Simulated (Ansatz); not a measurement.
Set up this calculation in Ansatz 0.2.0, as an ASE script.

```
Task                : single point
Functional          : LDA
Dispersion          : D3(BJ)+ATM
Potentials or basis : Ansatz PAW
Cutoff              : 420 eV
Density cutoff      : 1680 eV
k mesh              : 7 × 7 × 7
Occupations         : gaussian, width 0.01 eV
Spin                : no spin polarisation
Driver              : calculator
```

The structure of CdTe lies in CdTe.cif:

```cif
data_CdTe
_cell_length_a 6.41000000
_cell_length_b 6.41000000
_cell_length_c 6.41000000
_cell_angle_alpha 90.00000000
_cell_angle_beta 90.00000000
_cell_angle_gamma 90.00000000
_space_group_name_H-M_alt 'F-43m'
_space_group_name_Hall 'F -4 2 3'
_space_group_IT_number 216
loop_
_space_group_symop_operation_xyz
'x,y,z'
'y,-x,-z'
'-x,-y,z'
'-y,x,-z'
'x,-y,-z'
'y,x,z'
'-x,y,-z'
'-y,-x,z'
'z,x,y'
'-z,y,-x'
'z,-x,-y'
'-z,-y,x'
'-z,x,-y'
'z,y,x'
'-z,-x,y'
'z,-y,-x'
'y,z,x'
'-x,-z,y'
'-y,z,-x'
'x,-z,-y'
'-y,-z,x'
'x,z,y'
'y,-z,-x'
'-x,z,-y'
'x,y+1/2,z+1/2'
'y,-x+1/2,-z+1/2'
'-x,-y+1/2,z+1/2'
'-y,x+1/2,-z+1/2'
'x,-y+1/2,-z+1/2'
'y,x+1/2,z+1/2'
'-x,y+1/2,-z+1/2'
'-y,-x+1/2,z+1/2'
'z,x+1/2,y+1/2'
'-z,y+1/2,-x+1/2'
'z,-x+1/2,-y+1/2'
'-z,-y+1/2,x+1/2'
'-z,x+1/2,-y+1/2'
'z,y+1/2,x+1/2'
'-z,-x+1/2,y+1/2'
'z,-y+1/2,-x+1/2'
'y,z+1/2,x+1/2'
'-x,-z+1/2,y+1/2'
'-y,z+1/2,-x+1/2'
'x,-z+1/2,-y+1/2'
'-y,-z+1/2,x+1/2'
'x,z+1/2,y+1/2'
'y,-z+1/2,-x+1/2'
'-x,z+1/2,-y+1/2'
'x+1/2,y,z+1/2'
'y+1/2,-x,-z+1/2'
'-x+1/2,-y,z+1/2'
'-y+1/2,x,-z+1/2'
'x+1/2,-y,-z+1/2'
'y+1/2,x,z+1/2'
'-x+1/2,y,-z+1/2'
'-y+1/2,-x,z+1/2'
'z+1/2,x,y+1/2'
'-z+1/2,y,-x+1/2'
'z+1/2,-x,-y+1/2'
'-z+1/2,-y,x+1/2'
'-z+1/2,x,-y+1/2'
'z+1/2,y,x+1/2'
'-z+1/2,-x,y+1/2'
'z+1/2,-y,-x+1/2'
'y+1/2,z,x+1/2'
'-x+1/2,-z,y+1/2'
'-y+1/2,z,-x+1/2'
'x+1/2,-z,-y+1/2'
'-y+1/2,-z,x+1/2'
'x+1/2,z,y+1/2'
'y+1/2,-z,-x+1/2'
'-x+1/2,z,-y+1/2'
'x+1/2,y+1/2,z'
'y+1/2,-x+1/2,-z'
'-x+1/2,-y+1/2,z'
'-y+1/2,x+1/2,-z'
'x+1/2,-y+1/2,-z'
'y+1/2,x+1/2,z'
'-x+1/2,y+1/2,-z'
'-y+1/2,-x+1/2,z'
'z+1/2,x+1/2,y'
'-z+1/2,y+1/2,-x'
'z+1/2,-x+1/2,-y'
'-z+1/2,-y+1/2,x'
'-z+1/2,x+1/2,-y'
'z+1/2,y+1/2,x'
'-z+1/2,-x+1/2,y'
'z+1/2,-y+1/2,-x'
'y+1/2,z+1/2,x'
'-x+1/2,-z+1/2,y'
'-y+1/2,z+1/2,-x'
'x+1/2,-z+1/2,-y'
'-y+1/2,-z+1/2,x'
'x+1/2,z+1/2,y'
'y+1/2,-z+1/2,-x'
'-x+1/2,z+1/2,-y'
loop_
_atom_site_label
_atom_site_type_symbol
_atom_site_symmetry_multiplicity
_atom_site_Wyckoff_symbol
_atom_site_fract_x
_atom_site_fract_y
_atom_site_fract_z
_atom_site_occupancy
Te1 Te 4 c 0.2500000000 0.2500000000 0.2500000000 1
Cd1 Cd 4 a 0.0000000000 0.0000000000 0.0000000000 1
```

The input as run:

run.py

```python
import json

import ase.io
import numpy as np
import spglib
from ase.calculators.calculator import CalculationFailed, Calculator
from ase.stress import full_3x3_to_voigt_6_stress
from ase.units import GPa

import ansatz as az

class AnsatzCalculator(Calculator):
    implemented_properties = ["energy", "free_energy", "forces", "stress", "magmom"]

    def calculate(self, atoms, properties, system_changes):
        super().calculate(atoms, properties, system_changes)
        structure = atoms.copy()
        structure.set_constraint()
        structure.set_momenta(None)
        structure.set_masses(None)
        outcome = (
            az.Crystal.from_ase(structure)
            .calculation()
            .accuracy("medium")
            .basis(xc_grid=2)
            .kpoints(7, 7, 7)
            .functional("lda", dispersion="d3bjatm")
            .pseudopotentials(kind="paw")
            .scf(tolerance=2e-10)
            .occupations(method="gaussian", width=0.01)
            .forces()
            .stress()
            .run(threads=2)
        )
        if not outcome.report["converged"]:
            raise CalculationFailed("SCF not converged")
        report = outcome.report
        self.results = {
            "free_energy": report["lagrangian_ev"],
            "energy": report["lagrangian_ev"],
            "forces": np.array(report["forces_ev_ang"]),
            "stress": -GPa * full_3x3_to_voigt_6_stress(report["stress_gpa"]),
            "magmom": report["magnetization_mub"],
        }

np.set_printoptions(precision=5, suppress=True, linewidth=110)
atoms = ase.io.read("CdTe.cif")
cell, frac, numbers = spglib.find_primitive((atoms.cell[:], atoms.get_scaled_positions(), atoms.numbers), symprec=1e-5)
atoms = ase.Atoms(numbers, cell=cell, scaled_positions=frac, pbc=True)
atoms.calc = AnsatzCalculator()
print(f"free energy {atoms.get_potential_energy():.6f} eV")
print("forces (eV/A)", atoms.get_forces(), sep="\n")
print("stress (GPa, Voigt, tension positive)", atoms.get_stress() / GPa, sep="\n")
print(f"moment {atoms.get_magnetic_moment():.4f} muB")
```

Potentials or basis: Ansatz PAW.

The run is started by

```bash
$ python run.py
```

It gave:

```yaml
Pressure: -1.8 GPa
Band_gap_on_the_k_mesh: 0.61 eV
```

Caveat: odd divisions of the mesh miss points on the zone boundary, where band edges often lie, so the gap on the mesh can be too wide; spin-orbit coupling is left out, which moves the levels of the heavy elements; the dispersion damping was fitted for another functional or another form of the correction.

It took 2.5 s on 2 threads of Arm Neoverse V1 (shared host), peak memory 0.45 GiB.
